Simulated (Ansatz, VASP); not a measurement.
# Two plane-wave programs on Ga

Contents of INCAR:

```
SYSTEM = Ga
ALGO = Normal ; EDIFF = 1E-6
ENCUT = 520 ; GGA = PE
ISIF = 2 ; ISMEAR = -1
LASPH = .TRUE. ; LCHARG = .TRUE.
LELF = .TRUE. ; LREAL = .FALSE.
LVHAR = .TRUE. ; LWAVE = .FALSE.
NBANDS = 20 ; NELM = 100
PREC = Accurate ; SIGMA = 0.05
```

Contents of KPOINTS:

```
k-points
0
G
  11 11 11
  0 0 0
```

Contents of POSCAR:

```
Ga
1.0
    0.0000000000      2.7059606877      2.7059606877
    2.7059606877      0.0000000000      2.7059606877
    2.7059606877      2.7059606877      0.0000000000
Ga
2
Direct
   -0.1250000000     -0.1250000000     -0.1250000000
    0.1250000000      0.1250000000      0.1250000000
```

Input for Ansatz:

```yaml
crystal:
  lattice:
    - [0.0, 2.7059606877, 2.7059606877]
    - [2.7059606877, 0.0, 2.7059606877]
    - [2.7059606877, 2.7059606877, 0.0]
  atoms:
    - { symbol: Ga, position: [-0.125, -0.125, -0.125] }
    - { symbol: Ga, position: [0.125, 0.125, 0.125] }
kpoints:
  mp_grid: { grid: [11, 11, 11] }
scf:
  occupations: { method: fermi_dirac, width: 0.05 }
hamiltonian:
  xc: pbe
  pseudopotentials: { kind: paw }
output:
  forces: true
  stress: true
  eigenvalues: true
  populations: true
```

Change from the starting cell: volume scaled by 0.78, PAW files.

Alike in both runs: task single point; functional PBE; k mesh 11 × 11 × 11; occupations fermi-dirac, width 0.05 eV; no spin polarisation.

|  | VASP | Ansatz |
| --- | --- | --- |
| version | VASP 6.6.1 | Ansatz 0.2.0 |
| potentials or method | VASP PAW PBE potentials, release 64 (Ga_d) | PAW with Ansatz's default frozen-core files, scalar-relativistic |
| plane-wave cutoff (eV) | 520 | 420 |
| valence electrons in the cell | 26 | 26 |

```tsv
	VASP	Ansatz	Ansatz less VASP
pressure (GPa)	16.6	16.4	-0.19
```

Caveats: so large a pressure means that the cell lies far from this level's equilibrium, or that cutoff or potentials fall short (VASP).
